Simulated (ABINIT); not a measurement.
Runs of ABINIT 10.8.3 (patched build) on Ge. Symmetry: Fd-3m, No. 227, cubic system. Conventional cell: a = 5.658 Å, b = 5.658 Å, c = 5.658 Å, α = 90.00°, β = 90.00°, γ = 90.00°. Ge (site symmetry -43m) has 4 Ge at 2.45 Å as nearest neighbours. 

| task | level | potentials or basis | k mesh | cutoff (eV) | fine-grid cutoff | mesh quality | gap on the mesh (eV) | pressure (GPa) |
| --- | --- | --- | --- | --- | --- | --- | --- | --- |
| band structure | AM05 | JTH PAW PBE v2.0 | 8 × 8 × 8 | 544 | 1088.46 eV | not flagged | none | - |
| single point | PBE | JTH PAW PBE v2.0 | 3 × 3 × 3 | 544 | 1088.46 eV | coarse | none | - |
| band structure | OLYP | PseudoDojo NC SR PBE v0.4.1 standard | 8 × 8 × 8 | 1061 | - | not flagged | (a) | 5.5 |
| single point | PBE | JTH PAW PBE v2.0 | 10 × 10 × 10 | 544 | 1088.46 eV | not flagged | none | - |
| band structure | LDA-Teter | PseudoDojo NC SR LDA v0.4.1 standard | 8 × 8 × 8 | 1061 | - | not flagged | none | -1.3 |
| band structure | LDA-VWN | JTH PAW LDA v2.0 | 8 × 8 × 8 | 544 | 1088.46 eV | not flagged | none | - |
| band structure | BLYP | PseudoDojo NC SR PBE v0.4.1 standard | 8 × 8 × 8 | 1061 | - | not flagged | none | 6.7 |

Alike in all rows: no spin polarisation; cell as given; smearing fermi-dirac 0.05 eV.

Problem. Fill in the values left out.

Solution. (a) 0.31.

Caveats: some runs use coarse meshes; this crystal is a semiconductor, whose small gap the functional closes, so the metal is an error of the method (some runs); the potentials were made for another functional, which shifts forces and pressure (some runs); the PAW data sets were made with another functional, which shifts forces and pressure a little (some runs).

A k mesh can miss the band edges, and the runs leave out spin-orbit coupling on Ge.

A gap of «none» marks a metal or a gap under the smearing width.

Not every run made on this cell is shown here.
